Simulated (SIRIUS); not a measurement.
Crystal: Hf.

```
Hf
1.0
    -1.80500    1.80500    1.80500
     1.80500   -1.80500    1.80500
     1.80500    1.80500   -1.80500
Hf
1
Direct
  0.00000 0.00000 0.00000
```

This isn't the form of Hf at room conditions, which is hcp.

```yaml
Program: SIRIUS 7.10.0
Task: single point
Functional: PBEsol
Potentials_or_basis: PseudoDojo 0.4.1 PBEsol standard (scalar relativistic)
Cutoff: 807 eV
Density_cutoff: 3227 eV
k_mesh: 10 × 10 × 10
Occupations: fermi-dirac, width 0.05 eV
Spin: no spin polarisation
```

On this cell: pressure -8.7 GPa; band gap on the k mesh none (metal or under the smearing width).

The same run follows on a disturbed copy (cell strained at random at fixed volume):

```xyz
1
Lattice="-1.7354 1.7881 1.8403 1.7684 -1.7611 1.8463 1.7818 1.8075 -1.8133" Properties=species:S:1:pos:R:3 pbc="T T T"
Hf   -0.0019   -0.0364   -0.0241
```

Q: What does the disturbed cell give?

A: The energy (extrapolated to zero smearing) moves by +1.7 meV/atom; pressure -8.6 GPa; band gap on the k mesh none (metal or under the smearing width).

Stress tensor (GPa, compression positive):
```
-9.45 -1.13 -0.90
-1.13 -8.78 -0.74
-0.90 -0.74 -7.71
```
